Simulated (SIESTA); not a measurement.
The system is Au.

```
Au
1.0
     0.00000    2.03500    2.03500
     2.03500    0.00000    2.03500
     2.03500    2.03500    0.00000
Au
1
Direct
  0.00000 0.00000 0.00000
```

```yaml
Program: SIESTA 5.4.2
Task: relaxation of cell and atoms
Functional: PBE
Potentials_or_basis: PseudoDojo 0.4 standard (PBE files)
Basis: DZP (energy shift 0.003 Ry; two zetas on semicore shells)
Grid_cutoff: 800 Ry
Energy_shift: 0.003 Ry
k_mesh: 11 × 11 × 11
Occupations: fermi-dirac, width 0.05 eV
Spin: no spin polarisation
```

At the start: pressure 12.3 GPa; volume 16.85 Å³/atom.

Question: How do energy, volume and symmetry change on relaxing?

Answer: Over 6 steps the energy falls by 45.0 meV/atom and the volume is 18.11 Å³/atom (+7.5 %); space group Fm-3m (No. 225, to 0.05 Å).

The path:
```tsv
step	energy change (eV)	largest force (eV/Å)	pressure (GPa)	volume (Å³)
1	0.0000	0.0000	12.26	16.85
2	-0.0330	0.0000	5.87	17.45
3	-0.0427	0.0000	-2.32	18.42
4	-0.0450	0.0000	-0.12	18.13
5	-0.0188	0.0001	-7.01	19.21
6	-0.0450	0.0000	0.01	18.11
```

Final structure:
```
Au
1.0
    -0.00014    2.08428    2.08428
     2.08428   -0.00014    2.08428
     2.08428    2.08428   -0.00014
Au
1
Cartesian
  0.0000 0.0000 0.0000
```

Caveat: short orbitals over semicore shells can move pressures by several GPa; the basis of atomic orbitals isn't converged, which shifts pressures, moduli and gaps.
